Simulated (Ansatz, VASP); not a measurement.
# One calculation of TePb, two programs

Contents of INCAR:

```
SYSTEM = TePb
ALGO = Normal
EDIFF = 1E-6
EDIFFG = -0.005
ENCUT = 600
GGA = PE
IBRION = 2
ISIF = 3
ISMEAR = 0
LASPH = .True.
LCHARG = .False.
LREAL = .False.
LWAVE = .False.
NELM = 60
NSW = 100
PREC = Accurate
SIGMA = 0.02
```

The input KPOINTS:

```
k-points
0
Gamma
  8 8 8
  0 0 0
```

The input POSCAR:

```
TePb
1.0
    0.0000000000      3.2310000000      3.2310000000
    3.2310000000      0.0000000000      3.2310000000
    3.2310000000      3.2310000000      0.0000000000
Te Pb
1 1
Direct
    0.5000000000      0.5000000000      0.5000000000
    0.0000000000      0.0000000000      0.0000000000
```

Input for Ansatz:

```yaml
crystal:
  lattice:
    - [0.0, 3.231, 3.231]
    - [3.231, 0.0, 3.231]
    - [3.231, 3.231, 0.0]
  atoms:
    - { symbol: Te, position: [0.5, 0.5, 0.5] }
    - { symbol: Pb, position: [0.0, 0.0, 0.0] }
basis:
  ecutwfc: 420
kpoints:
  mp_grid: { grid: [8, 8, 8] }
hamiltonian:
  xc: pbe
scf:
  occupations: { method: gaussian, width: 0.02 }
output:
  forces: true
  stress: true
  eigenvalues: true
  write_density: true
  write_potential: true
  elf: true
  volumetric_format: npy
relax:
  adjacent_minimum: "off"
  f_tol: 0.005
  max_steps: 80
  cell: { stress_tol: 0.05 }
```

Alike in both runs: task relaxation of cell and atoms; functional PBE; k mesh 8 × 8 × 8; occupations gaussian, width 0.02 eV; no spin polarisation.

|  | VASP | Ansatz |
| --- | --- | --- |
| version | VASP 6.6.1 | Ansatz 0.2.0 |
| potentials or method | VASP PAW PBE potentials, release 64 (Te, Pb_d) | scalar-relativistic, plane waves, PAW |
| plane-wave cutoff (eV) | 600 | 420 |
| valence electrons in the cell | 20 | 30 |

Ansatz gave:

| Quantity | Value |
| --- | --- |
| gap on the k mesh at the Fermi level, each at its own relaxed structure (eV) | 0.83 |
| relaxed volume (Å³/atom) | 35.48 |
| relaxed cell length with the largest relative difference (Å) | 4.647 |
| energy change over the relaxation (meV/atom) | -11 |

Q: What did VASP give for the same quantities?

A: gap on the k mesh at the Fermi level, each at its own relaxed structure (eV): 0.83; relaxed volume (Å³/atom): 35.42; relaxed cell length with the largest relative difference (Å): 4.644; energy change over the relaxation (meV/atom): -11.

The two sets of potentials don't hold the same shells in valence.

Caveats: spin-orbit coupling is left out, which as a rule narrows the gap of such compounds by several tenths of an eV. A k mesh can miss the band edges. Zero-point motion and thermal expansion aren't in these numbers.
